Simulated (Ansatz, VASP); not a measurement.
# One calculation of Be2C, two programs

Contents of INCAR:

```
SYSTEM = Be2C
  PREC = Accurate
  ENCUT = 600
  EDIFF = 1E-7
  ISMEAR = 0
  SIGMA = 0.02
  LREAL = .FALSE.
  LASPH = .TRUE.
  NELM = 60
  ALGO = Normal
  ISIF = 3
  LWAVE = .FALSE.
  LCHARG = .FALSE.
  GGA = PE
  IBRION = 2
  NSW = 100
  EDIFFG = -0.005
```

The input KPOINTS:

```
regular mesh
0
G
  12 12 12
  0 0 0
```

File POSCAR:

```
Be2C
1.0
    0.0000000000      2.1650000000      2.1650000000
    2.1650000000      0.0000000000      2.1650000000
    2.1650000000      2.1650000000      0.0000000000
Be C
2 1
Direct
    0.2500000000      0.2500000000      0.2500000000
    0.7500000000      0.7500000000      0.7500000000
    0.0000000000      0.0000000000      0.0000000000
```

Input for Ansatz:

```yaml
crystal:
  lattice:
    - [0.0, 2.165, 2.165]
    - [2.165, 0.0, 2.165]
    - [2.165, 2.165, 0.0]
  atoms:
    - { symbol: Be, position: [0.25, 0.25, 0.25] }
    - { symbol: Be, position: [0.75, 0.75, 0.75] }
    - { symbol: C, position: [0.0, 0.0, 0.0] }
basis:
  ecutwfc: 420
kpoints:
  mp_grid: { grid: [12, 12, 12] }
hamiltonian:
  xc: pbe
scf:
  occupations: { method: gaussian, width: 0.02 }
output:
  forces: true
  stress: true
  eigenvalues: true
relax:
  adjacent_minimum: "off"
  f_tol: 0.005
  max_steps: 80
  cell: { stress_tol: 0.05 }
```

Alike in both runs: task relaxation of cell and atoms; functional PBE; k mesh 12 × 12 × 12; occupations gaussian, width 0.02 eV; no spin polarisation.

```csv
,VASP,Ansatz
version,VASP 6.6.1,Ansatz 0.2.0
potentials or method,"VASP PAW PBE potentials, release 64 (Be, C)","scalar-relativistic, plane waves, PAW"
plane-wave cutoff (eV),600,420
valence electrons in the cell,8,8
```

Ansatz gave:

- gap on the k mesh at the Fermi level, each at its own relaxed structure (eV): 1.17
- relaxed volume (Å³/atom): 6.76
- relaxed cell length with the largest relative difference (Å): 3.061

Estimate VASP's values.

gap on the k mesh at the Fermi level, each at its own relaxed structure (eV): 1.16; relaxed volume (Å³/atom): 6.77; relaxed cell length with the largest relative difference (Å): 3.062.

Caveats: the relaxation stopped at its first step, so nothing moved. A k mesh can miss the band edges.
